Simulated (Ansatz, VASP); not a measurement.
MoS2: VASP beside Ansatz

```
CELL_PARAMETERS angstrom
3.18454 0.00000 0.00000
-1.59227 2.75789 0.00000
0.00000 0.00000 21.67053
ATOMIC_POSITIONS crystal
Mo 0.33333 0.66667 0.85116
Mo 0.66667 0.33333 0.14884
S 0.66667 0.33333 0.77963
S 0.33333 0.66667 0.07725
S 0.66667 0.33333 0.92275
S 0.33333 0.66667 0.22037
```

Alike in both runs: task single point; functional PBE; k mesh 6 × 6 × 2; occupations fermi-dirac, width 0.03 eV; no spin polarisation.

```csv
,VASP,Ansatz
version,VASP 6.6.1,Ansatz 0.2.0
potentials or method,"VASP PAW PBE potentials, release 64 (Mo_sv, S), cutoff 520 eV","all-electron LAPW, scalar-relativistic"
```

Ansatz gave:

| Property | Result |
| --- | --- |
| gap on the k mesh at the Fermi level (eV) | 1.25 |
| least direct gap on the mesh (eV) | 1.63 |
| rms of the force components (eV/Å) | 0.100 |

Task: Which values does VASP return?

Result: gap on the k mesh at the Fermi level (eV): 1.26; least direct gap on the mesh (eV): 1.64; rms of the force components (eV/Å): 0.094.

Atom by atom the forces differ by 0.007 eV/Å (rms over components). Ansatz ran all-electron here, so the differences hold the error of VASP's frozen core and of both bases.
